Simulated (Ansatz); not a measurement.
Equation of state of TiO₂ and its gap

A database entry relaxed whole under r2SCAN (I4_1/amd):

```
Ti O
1.0
    -1.88908    1.88908    4.79428
     1.88908   -1.88908    4.79428
     1.88908    1.88908   -4.79428
Ti O
2 4
Direct
  0.00000 0.00000 0.00000
  0.75000 0.25000 0.50000
  0.20721 0.20721 0.00000
  0.95721 0.45721 0.50000
  0.54279 0.04279 0.50000
  0.79279 0.79279 0.00000
```

The cell was scaled uniformly, its shape held, and the atoms relaxed at each volume with plane-wave PAW DFT (Ansatz 0.2.0; r2SCAN, 500 eV, 10×10×10 Γ-centred mesh, fermi-dirac occupations of width 0.020 eV; no spin, no spin-orbit coupling). One row is withheld.

```json
{"volume (Å³/atom)": "10.722", "energy over the lowest (meV/atom)": "29.6", "pressure (GPa)": "14.72", "gap over mesh and path (eV)": "2.62"}
{"volume (Å³/atom)": "10.950", "energy over the lowest (meV/atom)": "?", "pressure (GPa)": "?", "gap over mesh and path (eV)": "?"}
{"volume (Å³/atom)": "11.178", "energy over the lowest (meV/atom)": "3.0", "pressure (GPa)": "4.37", "gap over mesh and path (eV)": "2.56"}
{"volume (Å³/atom)": "11.406", "energy over the lowest (meV/atom)": "0.0", "pressure (GPa)": "-0.01", "gap over mesh and path (eV)": "2.53"}
{"volume (Å³/atom)": "11.634", "energy over the lowest (meV/atom)": "2.9", "pressure (GPa)": "-3.94", "gap over mesh and path (eV)": "2.51"}
{"volume (Å³/atom)": "11.862", "energy over the lowest (meV/atom)": "11.0", "pressure (GPa)": "-7.45", "gap over mesh and path (eV)": "2.48"}
{"volume (Å³/atom)": "12.090", "energy over the lowest (meV/atom)": "23.9", "pressure (GPa)": "-10.58", "gap over mesh and path (eV)": "2.46"}
```

Task: Fit the pressures of the other rows to the third-order Birch-Murnaghan form.

Result: With f = [(V₀/V)^(2/3) − 1]/2 and P = 3B₀f(1 + 2f)^(5/2)[1 + 3(B₀′ − 4)f/2], least squares gives V₀ = 11.41 Å³ an atom, B₀ = 207 GPa and B₀′ = 4.5; the rows miss the fit by less than 0.01 GPa. The slope of the energies differs from these pressures by less than 0.05 GPa.

Task: How does the gap move with volume?

Result: A parabola in ln(V/V₀) through the other rows has the slope dE_g/d ln V = -1.3 eV at V₀, so by B₀ the gap moves by +6 meV a GPa at this fixed shape: it widens under pressure.

Task: What does the withheld row hold?

Result: The fit gives 9.25 GPa at 10.950 Å³; the run gave 9.27 GPa and 12.7 meV an atom. Its gap is 2.59 eV, against 2.59 eV from the parabola.

Caveats: the shape of the cell was held, so B₀ is an upper bound where the axes differ in stiffness; 0 K, fixed nuclei; the symmetry was kept, and this need not be the phase that is stable at 0 K; one mesh for all volumes; r2SCAN gaps lie as a rule under measured ones; the slope of the gap can be off by tens of per cent, more where shallow d levels or spin-orbit coupling act on the edges; pressure is positive in compression.
